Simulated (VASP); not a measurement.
BN:

```
CELL_PARAMETERS angstrom
1.25112 0.72234 3.37293
-1.25112 0.72234 3.37293
0.00000 -1.44467 3.37293
ATOMIC_POSITIONS crystal
N 0.66724 0.66724 0.66724
B 0.00033 0.00033 0.00033
```

The cell is a database's computed one.

- Program: VASP 6.6.1
- Task: relaxation of cell and atoms
- Functional: rev-vdW-DF2
- Potentials or basis: VASP PAW PBE potentials, release 64 (N, B)
- Cutoff: 600 eV
- k mesh: 12 × 12 × 12
- Occupations: fermi-dirac, width 0.05 eV
- Spin: no spin polarisation

At the start: pressure 1.8 GPa; volume 9.14 Å³/atom.

Question: How do energy, volume and symmetry change on relaxing?

Answer: Over 11 steps the energy falls by 2.6 meV/atom and the volume is 8.78 Å³/atom (-4.0 %); space group R3m (No. 160, to 0.05 Å).

Step by step:
| step | energy change (eV) | largest force (eV/Å) | pressure (GPa) | volume (Å³) |
| --- | --- | --- | --- | --- |
| 1 | 0.0000 | 0.0012 | 1.76 | 18.29 |
| 2 | 0.0025 | 0.0033 | -4.51 | 18.56 |
| 3 | -0.0014 | 0.0004 | -0.63 | 18.39 |
| 4 | -0.0019 | 0.0015 | -0.59 | 18.32 |
| 5 | -0.0032 | 0.0048 | -0.53 | 18.13 |
| 6 | -0.0049 | 0.0129 | -0.32 | 17.75 |
| 7 | -0.0024 | 0.0377 | 0.35 | 16.98 |
| 8 | -0.0052 | 0.0170 | -0.20 | 17.59 |
| 9 | -0.0052 | 0.0177 | -0.19 | 17.57 |
| 10 | -0.0047 | 0.0439 | 1.40 | 17.48 |
| 11 | -0.0052 | 0.0081 | 0.04 | 17.56 |

Final structure:
```cif
data_structure
_symmetry_space_group_name_H-M 'P 1'
_symmetry_Int_Tables_number 1
_cell_length_a 3.5295
_cell_length_b 3.5295
_cell_length_c 3.5295
_cell_angle_alpha 41.653
_cell_angle_beta 41.653
_cell_angle_gamma 41.653
_cell_volume 17.56
loop_
_atom_site_label
_atom_site_type_symbol
_atom_site_fract_x
_atom_site_fract_y
_atom_site_fract_z
_atom_site_occupancy
N1 N 0.66729 0.66729 0.66729 1
B1 B 0.00027 0.00027 0.00027 1
```

Caveat: the PAW data sets were made with another functional, which shifts forces and pressure a little.
